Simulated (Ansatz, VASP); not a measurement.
Given: the input of a run of Ansatz 0.2.0 on PbO2.

File input.yaml:

```yaml
crystal:
  lattice:
    - [0.0, 2.7549856893, 2.7549856893]
    - [2.7549856893, 0.0, 2.7549856893]
    - [2.7549856893, 2.7549856893, 0.0]
  atoms:
    - { symbol: Pb, position: [0.0, 0.0, 0.0] }
    - { symbol: O, position: [0.75, 0.75, 0.75] }
    - { symbol: O, position: [0.25, 0.25, 0.25] }
hamiltonian:
  xc: pbe
  pseudopotentials: { kind: paw }
kpoints:
  mp_grid: { grid: [9, 9, 9] }
scf:
  occupations: { method: fermi_dirac, width: 0.05 }
output:
  forces: true
  stress: true
  eigenvalues: true
```

Potentials or basis: Ansatz PAW.

The run is started by

```sh
$ ansatz run input.yaml --threads 1 --pin off --max-ram 3584MiB --backend cpu --events-out ev --progress --plain --runs-dir out
```

Question: Set up the same calculation for VASP 6.6.1. Potentials there: VASP PAW PBE potentials, release 64 (Pb_d, O).

Answer: As run (the cutoff follows the program's own potentials):

INCAR

```
SYSTEM = PbO2
PREC     = Accurate       ! precision mode
ENCUT    = 520            ! plane-wave cutoff, eV
EDIFF    = 1E-7           ! SCF threshold, eV
ISMEAR   = -1             ! smearing method
SIGMA    = 0.05           ! smearing width, eV
LREAL    = .False.        ! projectors in reciprocal space
LASPH    = .True.         ! aspherical terms in the spheres
NELM     = 60             ! most SCF steps
ALGO     = Normal         ! electronic algorithm
ISIF     = 2              ! what is computed and relaxed
LWAVE    = .False.        ! write WAVECAR
LCHARG   = .False.        ! write CHGCAR
GGA      = PE             ! functional
NBANDS   = 20             ! bands
```

KPOINTS

```
regular mesh
0
Gamma
  9 9 9
  0 0 0
```

File POSCAR:

```
PbO2
1.0
    0.0000000000      2.7549856893      2.7549856893
    2.7549856893      0.0000000000      2.7549856893
    2.7549856893      2.7549856893      0.0000000000
Pb O
1 2
Direct
    0.0000000000      0.0000000000      0.0000000000
    0.7500000000      0.7500000000      0.7500000000
    0.2500000000      0.2500000000      0.2500000000
```

Potentials or basis: VASP PAW PBE potentials, release 64 (Pb_d, O).

Run with:

```sh
$ cat potpaw_PBE.64/Pb_d/POTCAR potpaw_PBE.64/O/POTCAR > POTCAR
$ mpirun -np 1 vasp_std > vasp.out
```

Both were run:

|  | VASP | Ansatz | Ansatz less VASP |
| --- | --- | --- | --- |
| gap on the k mesh at the Fermi level (eV) | none | none | - |
| pressure (GPa) | -6.3 | -6.4 | -0.13 |

A gap of «none» marks a metal or a gap that the smearing closes. With one functional, cell and mesh, what is left measures potentials, basis and numerics.

Caveats: the pressure holds a Pulay correction of +0.6 GPa for the finite cutoff (Ansatz). Spin-orbit coupling is left out, which matters for the levels of Pb.
